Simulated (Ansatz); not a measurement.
The system is ZnS (Wurtzite-2H).

```
Zn S
1.0
     3.81100    0.00000    0.00000
    -1.90550    3.30042    0.00000
     0.00000    0.00000    6.23400
Zn S
2 2
Direct
  0.66667 0.33333 0.50000
  0.33333 0.66667 0.00000
  0.66667 0.33333 0.88500
  0.33333 0.66667 0.38500
```

```yaml
Program: Ansatz 0.2.0
Task: relaxation of cell and atoms
Functional: RPBE
Dispersion: D4
Potentials_or_basis: Ansatz PAW
Cutoff: "420 eV (not typed: the program's choice for these potentials)"
k_mesh: 8 × 8 × 5
Occupations: fermi-dirac, width 0.05 eV
Spin: no spin polarisation
```

At the start: volume 19.60 Å³/atom.

Problem. How do energy, volume and symmetry change on relaxing?

Solution. It ends after 5 steps and the volume is 19.29 Å³/atom (-1.6 %); space group P6_3mc (No. 186, to 0.05 Å).

Step by step:
| step | energy change (eV) | largest force (eV/Å) | volume (Å³) |
| --- | --- | --- | --- |
| 1 | 0.0000 | 0.3223 | 78.41 |
| 2 | -0.0152 | 0.2328 | 77.72 |
| 3 | -0.0258 | 0.0790 | 77.17 |
| 4 | -0.0268 | 0.0005 | 77.16 |
| 5 | -0.0261 | 0.0005 | 77.16 |

Final structure:
```yaml
crystal:
  lattice:
    - [3.78612, 0.00000, 0.00000]
    - [-1.89306, 3.27887, 0.00000]
    - [0.00000, 0.00000, 6.21576]
  atoms:
    - { symbol: Zn, position: [0.66667, 0.33333, 0.50549] }
    - { symbol: Zn, position: [0.33333, 0.66667, 0.00549] }
    - { symbol: S, position: [0.66667, 0.33333, 0.87951] }
    - { symbol: S, position: [0.33333, 0.66667, 0.37951] }
```

Caveat: the plane-wave basis is chosen anew once the cell has moved, so the energies of steps on either side of that aren't comparable; the PAW data sets come from PBE, with cores solved anew for the run's functional, which leaves a small shift of forces and pressure.
